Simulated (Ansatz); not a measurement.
## A series in volume scale on BeTe

Periodic Kohn-Sham DFT of a crystal at fixed atoms, scaled to volume_scale times the given cell; pressure positive in compression, energy less spherical unpolarised free atoms, largest_vzz the field gradient of largest size among the nuclei. The results are calculated, by Ansatz 0.2.0.

The cell before it is scaled or strained (space group Fm-3m, No. 225):
```
CELL_PARAMETERS angstrom
0.00000 2.68010 2.68010
2.68010 0.00000 2.68010
2.68010 2.68010 0.00000
ATOMIC_POSITIONS crystal
Be 0.00000 0.00000 0.00000
Te 0.50000 0.50000 0.50000
```

Settings of every row: method all-electron LAPW; functional PBE; relativity scalar; k mesh 13x13x13; filling fermi-dirac; smearing width 0.05 eV; basis error target 1 meV/atom; nucleus gaussian.

Atom start moment: 0 on all atoms.

Limits: no spin-orbit coupling on heavy atoms; the cell comes from a prototype or a list of computed structures and needn't be the stable phase.

```
row  volume scale  V (Å³/atom)  energy less free atoms (eV/atom)  pressure (GPa)
  1          0.96       18.481                           -3.2727           2.993
  2          0.98       18.866                           -3.2779           1.431
  3             1        19.25                           -3.2796           0.022
  4          1.02       19.636                                 ?               ?
  5          1.04       20.021                           -3.2737          -2.397
```

Question: what energy less free atoms and pressure should row 4 give?

Worked fit of energy less free atoms. Take u = (V_r/V)^(2/3) − 1 with V_r = 19.058 Å³ an atom, which is twice the finite (Eulerian) strain; such expansions in the strain, on which the Birch-Murnaghan equation of state is built, carry the rest volume and the bulk modulus. The shown rows have u = 0.02071, 0.00677, -0.00666, -0.03233. Least squares give energy less free atoms = −3.27917 + 0.1244 × u + 9.078 × u² eV/atom; a straight line predicts inner rows, each left out in turn, worse (root mean square 0.004 against 1.8e-05 eV/atom). All shown rows lie on it to the printed digit. Its lowest point lies at u = -0.0069, or V = 19.26 Å³ an atom, and the curvature there gives the bulk modulus at fixed shape and fractions, B = (4/9)(1 + u)² E″(u)/V = 66.2 GPa. The withheld row has u = -0.01972, so the fit gives −3.27917 + 0.1244 × (-0.01972) + 9.078 × (-0.01972)² = -3.2781 eV/atom.

The calculation gave -3.2781 eV/atom. The fit meets it to the printed digit.

Worked fit of pressure. Take u = (V_r/V)^(2/3) − 1 with V_r = 19.058 Å³ an atom, which is twice the finite (Eulerian) strain; such expansions in the strain, on which the Birch-Murnaghan equation of state is built, carry the rest volume and the bulk modulus. The shown rows have u = 0.02071, 0.00677, -0.00666, -0.03233. Least squares give pressure = 0.7085 + 104.756 × u + 268.96 × u² GPa; a straight line predicts inner rows, each left out in turn, worse (root mean square 0.12 against 0.002 GPa). The rows lie off it by 0.000, 0.001, -0.001, 0.000. The pressure vanishes at u = -0.0069, or V = 19.26 Å³ an atom, and there the bulk modulus at fixed shape and fractions is B = −V dP/dV = (2/3)(1 + u) dP/du = 66.9 GPa. The withheld row has u = -0.01972, so the fit gives 0.7085 + 104.756 × (-0.01972) + 268.96 × (-0.01972)² = -1.253 GPa.

The calculation gave -1.249 GPa. The fit lies 0.004 GPa (0.074 % of the column's range) below it; its largest miss of a shown row is 0.001 GPa.
